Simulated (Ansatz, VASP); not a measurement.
## Two plane-wave programs on BN

INCAR

```
SYSTEM = BN
  PREC = Accurate
  ENCUT = 520
  EDIFF = 1E-6
  ISMEAR = 0
  SIGMA = 0.05
  LREAL = .FALSE.
  LASPH = .TRUE.
  NELM = 60
  ALGO = Normal
  ISIF = 2
  LWAVE = .FALSE.
  LCHARG = .FALSE.
  GGA = CA
  NBANDS = 16
```

The input KPOINTS:

```
regular mesh
0
G
  12 12 6
  0 0 0
```

The input POSCAR:

```
BN
1.0
    2.7582547698      0.0000000000      0.0000000000
   -1.3791273849      2.3887187008      0.0000000000
    0.0000000000      0.0000000000      4.5650034000
B N
2 2
Direct
    0.6666666667      0.3333333333      0.9997240000
    0.3333333333      0.6666666667      0.4997240000
    0.6666666667      0.3333333333      0.6252760000
    0.3333333333      0.6666666667      0.1252760000
```

Input for Ansatz:

```yaml
crystal:
  lattice:
    - [2.7582547698, 0.0, 0.0]
    - [-1.3791273849, 2.3887187008, 0.0]
    - [0.0, 0.0, 4.5650034]
  atoms:
    - { symbol: B, position: [0.6666666667, 0.3333333333, 0.999724] }
    - { symbol: B, position: [0.3333333333, 0.6666666667, 0.499724] }
    - { symbol: "N", position: [0.6666666667, 0.3333333333, 0.625276] }
    - { symbol: "N", position: [0.3333333333, 0.6666666667, 0.125276] }
basis:
  ecutwfc: 420
kpoints:
  mp_grid: { grid: [12, 12, 6] }
hamiltonian:
  xc: lda
scf:
  occupations: { method: gaussian, width: 0.05 }
output:
  forces: true
  stress: true
  eigenvalues: true
```

Change from the starting cell: strain +0.080 along x and y, +0.080 along z, atoms carried along.

Alike in both runs: task single point; functional LDA; k mesh 12 × 12 × 6; occupations gaussian, width 0.05 eV; no spin polarisation.

|  | VASP | Ansatz |
| --- | --- | --- |
| version | VASP 6.6.1 | Ansatz 0.2.0 |
| potentials or method | VASP PAW LDA potentials, release 64 (B, N) | scalar-relativistic, plane waves, PAW |
| plane-wave cutoff (eV) | 520 | 420 |
| valence electrons in the cell | 16 | 16 |

|  | VASP | Ansatz | Ansatz less VASP |
| --- | --- | --- | --- |
| gap on the k mesh at the Fermi level (eV) | 5.17 | 5.19 | +0.015 |
| least direct gap on the mesh (eV) | 6.61 | 6.59 | -0.013 |
| pressure (GPa) | -65.1 | -65.4 | -0.31 |
| largest component of the traceless stress (GPa) | 0.60 | 0.62 | +0.024 |
| rms of the force components (eV/Å) | 0.092 | 0.093 | +0.0010 |

Atom by atom the forces differ by 0.001 eV/Å (rms over components).

Caveats: the cell as given lies far from equilibrium; so large a pressure means that the cell lies far from this level's equilibrium, or that cutoff or potentials fall short (VASP). A k mesh can miss the band edges.
